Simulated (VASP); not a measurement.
## CaO in VASP 6.6.1, single-point calculation

INCAR

```
LREAL = .FALSE.
PREC = Low
ISMEAR = -1
ISIF = 2
NSW = 0
LWAVE = .FALSE.
NELM = 91
ENCUT = 520
LASPH = .TRUE.
IBRION = -1
GGA = PE
LCHARG = .FALSE.
EDIFF = 1E-7
SIGMA = 0.02
NBANDS = 15
```

KPOINTS

```
KPOINTS created by Atomic Simulation Environment
0
Gamma
10 10 10
0 0 0
```

POSCAR

```
Ca O
 1.0000000000000000
     0.0000000000000000    2.4934521181000000    2.3522183347999999
     2.4934521181000000    0.0000000000000000    2.3522183347999999
     2.4934521181000000    2.4934521181000000    0.0000000000000000
 Ca  O
   1   1
Cartesian
  0.0000000000000000  0.0000000000000000  0.0000000000000000
  2.4934521181000000  2.4934521181000000  2.3522183347999999
```

The recommended PBE PAW datasets give the neutral cell 16 valence electrons.

Command

```
mpirun -np 1 vasp_std
```

OSZICAR

```
N       E                     dE             d eps       ncg     rms          rms(c)
DAV:   1     0.122790522437E+03    0.12279E+03   -0.83357E+03  3060   0.108E+03
DAV:   2    -0.922466973112E+01   -0.13202E+03   -0.12297E+03  3732   0.286E+02
DAV:   3    -0.143720261498E+02   -0.51474E+01   -0.51109E+01  3705   0.587E+01
DAV:   4    -0.145073204699E+02   -0.13529E+00   -0.13522E+00  4399   0.836E+00
DAV:   5    -0.145080988352E+02   -0.77837E-03   -0.77836E-03  3579   0.658E-01    0.860E+00
DAV:   6    -0.128630641042E+02    0.16450E+01   -0.53872E+00  3467   0.220E+01    0.376E+00
DAV:   7    -0.127761882707E+02    0.86876E-01   -0.43763E-01  3363   0.666E+00    0.183E+00
DAV:   8    -0.127727243919E+02    0.34639E-02   -0.79876E-02  3879   0.304E+00    0.402E-01
DAV:   9    -0.127715100367E+02    0.12144E-02   -0.44021E-03  3272   0.544E-01    0.113E-01
DAV:  10    -0.127722319158E+02   -0.72188E-03   -0.82680E-04  3711   0.246E-01    0.451E-02
DAV:  11    -0.127722095637E+02    0.22352E-04   -0.50785E-05  3797   0.831E-02    0.712E-03
DAV:  12    -0.127722096301E+02   -0.66424E-07   -0.86986E-06  3536   0.241E-02    0.357E-03
DAV:  13    -0.127722097650E+02   -0.13485E-06   -0.30748E-07  3866   0.577E-03    0.759E-04
DAV:  14    -0.127722098085E+02   -0.43526E-07   -0.31376E-08  2251   0.195E-03
   1 F= -.12772210E+02 E0= -.12772210E+02  d E =-.229077E-11
```

From OUTCAR

```
k-points           NKPTS =    102   k-points in BZ     NKDIM =    102   number of bands    NBANDS=     15

   NELECT =      16.0000    total number of electrons

   dimension x,y,z NGX =    20 NGY =   20 NGZ =   20
   dimension x,y,z NGXF=    20 NGYF=   20 NGZF=   24

  energy-cutoff  :      520.00
  volume of cell :       29.25
      direct lattice vectors                 reciprocal lattice vectors
     0.000000000  2.493452118  2.352218335    -0.200525206  0.200525206  0.212565302
     2.493452118  0.000000000  2.352218335     0.200525206 -0.200525206  0.212565302
     2.493452118  2.493452118  0.000000000     0.200525206  0.200525206 -0.212565302

 k-points in reciprocal lattice and weights: KPOINTS created by Atomic Simulation Env
   0.00000000  0.00000000  0.00000000       0.001
   0.10000000 -0.00000000  0.00000000       0.008
   0.20000000 -0.00000000  0.00000000       0.008
   0.30000000 -0.00000000  0.00000000       0.008
   0.40000000 -0.00000000  0.00000000       0.008
   0.50000000 -0.00000000  0.00000000       0.004
   0.10000000  0.10000000  0.00000000       0.002
   0.20000000  0.10000000  0.00000000       0.008
   ...

 E-fermi :   2.5445

 k-point     1 :       0.0000    0.0000    0.0000
  band No.  band energies     occupation
      1     -35.7739      2.00000
      2     -16.5890      2.00000
      3     -16.5889      2.00000
      4     -16.5467      2.00000
      5     -13.3783      2.00000
      6       2.0201      2.00000
      7       2.0203      2.00000
      8       2.1472      2.00000
      9       6.2744      0.00000
     10       8.0579      0.00000
     11       8.0580      0.00000
     12       8.4152      0.00000
     13       9.3248      0.00000
     14       9.9489      0.00000
     15      16.8397      0.00000

 k-point     2 :       0.1000   -0.0000    0.0000
  band No.  band energies     occupation
      1     -35.7662      2.00000
      2     -16.6845      2.00000
      3     -16.5960      2.00000
      4     -16.5640      2.00000
      5     -13.2583      2.00000
      6       1.7011      2.00000
      7       1.8965      2.00000
      8       1.9812      2.00000
      9       6.7195      0.00000
     10       8.0905      0.00000
     11       8.2324      0.00000
     12       8.4950      0.00000
     13       9.5366      0.00000
     14      10.1847      0.00000
     15      17.1934      0.00000

 k-point     3 :       0.2000   -0.0000    0.0000
  band No.  band energies     occupation
      1     -35.7458      2.00000
      2     -16.9411      2.00000
      3     -16.6142      2.00000
      4     -16.5728      2.00000
      5     -12.9728      2.00000
      6       0.9698      2.00000
      7       1.5991      2.00000
      8       1.6495      2.00000
      9       7.7176      0.00000
     10       8.1653      0.00000
     11       8.7119      0.00000
     12       8.8533      0.00000
     13      10.0903      0.00000
     14      10.7905      0.00000
     15      17.6231      0.00000

 ...

  Total       -0.9170134     -0.9170134      0.5337328      0.0000000      0.0000000     -0.0000000
  in kB      -50.2315487    -50.2315487     29.2364624      0.0000000      0.0000000     -0.0000000
  external PRESSURE =     -23.7422117 kB  Pullay stress =       0.0000000 kB

 POSITION                                       TOTAL-FORCE (eV/Angst)
 -----------------------------------------------------------------------------------
      0.00000      0.00000      0.00000        -0.000000     -0.000000      0.000000
      2.49345      2.49345      2.35222         0.000000      0.000000     -0.000000
 -----------------------------------------------------------------------------------
    total drift:                                0.000000      0.000000      0.000000

  FREE ENERGIE OF THE ION-ELECTRON SYSTEM (eV)
  ---------------------------------------------------
  free  energy   TOTEN  =       -12.7722098085 eV

  energy  without entropy=      -12.7722098085  energy(sigma->0) =      -12.77220981
```

It converged. Results: gap between bands v and c on the k mesh 3.44 eV; least direct gap on the k mesh 4.00 eV; pressure -2.4 GPa. Band v is the last that the valence electrons fill when counted band by band, and c is the next.

For comparison, a separate PBE run of the intended cell, on usual settings and not on those above, gives a gap of 3.44 eV on its mesh and a pressure of -2.4 GPa.

The run above took about 17 s on one core of a shared host (Intel Xeon Platinum 8488C) and held 0.14 GiB at most.
